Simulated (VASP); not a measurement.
A run of VASP 6.6.1 is set up as follows.

Contents of INCAR:

```
PREC     = Accurate       # precision mode
ENCUT    = 520            # plane-wave cutoff, eV
EDIFF    = 1E-6           # SCF threshold, eV
ISMEAR   = 0              # smearing method
SIGMA    = 0.05           # smearing width, eV
LREAL    = False          # projectors in reciprocal space
LASPH    = True           # aspherical terms in the spheres
NELM     = 60             # most SCF steps
ALGO     = Normal         # electronic algorithm
ISIF     = 2              # what is computed and relaxed
LWAVE    = False          # write WAVECAR
LCHARG   = False          # write CHGCAR
GGA      = PE             # functional
NBANDS   = 14             # bands
```

KPOINTS

```
regular mesh
0
Gamma
  8 8 8
```

POSCAR

```
NaI
1.0
    0.0000000000      2.8834497633      4.0771979653
    2.8834497633      0.0000000000      4.0771979653
    2.8834497633      2.8834497633      0.0000000000
Na I
1 1
Direct
    0.0000000000      0.0000000000      0.0000000000
    0.5000000000      0.5000000000      0.5000000000
```

Potentials or basis: VASP PAW PBE potentials, release 64 (Na_pv, I).

Run with:

```sh
$ cat potpaw_PBE.64/Na_pv/POTCAR potpaw_PBE.64/I/POTCAR > POTCAR
$ mpirun -np 1 vasp_std > vasp.out
```

(1) Predict the band gap on the k mesh.

(2) Predict the pressure.

## Answers

(1) 3.75 eV, indirect (least direct gap 3.81 eV).

(2) 4.8 GPa.

Caveat: spin-orbit coupling is left out, which moves the levels of the heavy elements.
